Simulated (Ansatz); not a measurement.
**Deforming Li**

```yaml
crystal:
  lattice:
    - [3.05442, 0.00000, 0.00000]
    - [-1.52721, 2.64521, 0.00000]
    - [0.00000, 0.00000, 4.99520]
  atoms:
    - { symbol: Li, position: [0.33333, 0.66667, 0.25000] }
    - { symbol: Li, position: [0.66667, 0.33333, 0.75000] }
```

Atoms are numbered in the order listed.

The structure comes from a relaxation in the same program, started in the hcp type, and has space group P6_3/mmc. Whether it is a known phase or the ground state wasn't checked.

Computed with Ansatz 0.2.0, DFT, PBE, all-electron LAPW, scalar-relativistic.

Numerical set-up: a Γ-centred 16×16×9 k mesh, Fermi–Dirac smearing of 0.05 eV, basis error target 0.25 meV/atom, no spin polarisation.

The unchanged cell is at 0.03 GPa.

In a metal, stresses and small energies carry noise from the k mesh.

x, y and z are the Cartesian axes of the cell as listed; fractional coordinates follow a strain, and an engineering shear is twice the off-diagonal strain component.

With equal xy, yz and zx engineering shear strains of -1 %: energy change under 1 meV/atom; stress change (xx, yy, zz, yz, xz, xy) 0.00, 0.00, 0.01, 0.06, 0.06, 0.10 GPa, compression positive.

**Question.** With this change (xy engineering shear strain of +1.5 %), what becomes of the energy and stress?

**Answer.** Energy change under 1 meV/atom; stress change (xx, yy, zz, yz, xz, xy) -0.01, 0.01, 0.01, 0.00, 0.00, -0.15 GPa, compression positive.

With atom 1 (Li) moved by (0.0212, 0.0212, 0.0000) Å: energy change under 1 meV/atom; stress change (xx, yy, zz, yz, xz, xy) -0.04, 0.04, 0.00, 0.00, 0.00, -0.04 GPa, compression positive.
